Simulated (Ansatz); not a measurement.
The system is Zn.

```xyz
1
Lattice="0.0000 1.9648 1.9648 1.9648 0.0000 1.9648 1.9648 1.9648 0.0000" Properties=species:S:1:pos:R:3 pbc="T T T"
Zn    0.0000    0.0000    0.0000
```

This isn't the form of Zn at room conditions, which is hcp.

* Program: Ansatz 0.2.0
* Task: single point
* Functional: PBE
* Potentials or basis: all-electron LAPW, scalar-relativistic
* Cutoff: 240 eV (chosen from the basis error)
* Basis error allowed: 0.001 eV/atom
* k mesh: 12 × 12 × 12
* Occupations: fermi-dirac, width 0.05 eV
* Spin: no spin polarisation

On this cell: pressure -0.2 GPa; band gap on the k mesh none (metal or under the smearing width).

The same run follows on a disturbed copy (cell strained at random at fixed volume):

```
Zn
1.0
     0.00399    2.00457    1.96702
     1.95665   -0.00432    1.97532
     1.92741    1.98363    0.02492
Zn
1
Direct
  0.97223 0.01156 0.01002
```

**Question.** What does the disturbed cell give?

**Answer.** The energy (extrapolated to zero smearing) moves by -0.0 meV/atom; pressure 0.0 GPa; band gap on the k mesh none (metal or under the smearing width).

Stress tensor (GPa, compression positive):
```
 0.12 -0.66  0.57
-0.66 -0.62  0.46
 0.57  0.46  0.46
```
